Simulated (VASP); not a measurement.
Here is a VASP 6.6.1 calculation.

File INCAR:

```
SYSTEM = AlN
  PREC = Accurate
  ENCUT = 520
  EDIFF = 1E-6
  ISMEAR = -1
  SIGMA = 0.02
  LREAL = .FALSE.
  LASPH = .TRUE.
  NELM = 80
  ALGO = Fast
  ISIF = 2
  LWAVE = .FALSE.
  LCHARG = .FALSE.
  GGA = PS
  NBANDS = 11
```

Contents of KPOINTS:

```
Automatic mesh
0
G
  6 6 6
  0 0 0
```

POSCAR

```
AlN
1.0
    2.5854596286      0.0000000000      0.0000000000
    0.0000000000      2.5854596286      0.0000000000
    0.0000000000      0.0000000000      2.5854596286
Al N
1 1
Direct
    0.0000000000      0.0000000000      0.0000000000
    0.5000000000      0.5000000000      0.5000000000
```

Potentials or basis: VASP PAW PBE potentials, release 64 (Al, N).

Run with:

```sh
$ cat potpaw_PBE.64/Al/POTCAR potpaw_PBE.64/N/POTCAR > POTCAR
$ mpirun -np 1 vasp_std > vasp.out
```

(1) Predict the band gap on the k mesh.

(2) Estimate the pressure.

Answers

(1) none (metal or under the smearing width).

(2) 1.0 GPa.

Caveat: the k mesh is coarse (spacing up to 0.41 Å⁻¹), so the values aren't converged; the PAW data sets were made with another functional, which shifts forces and pressure a little.
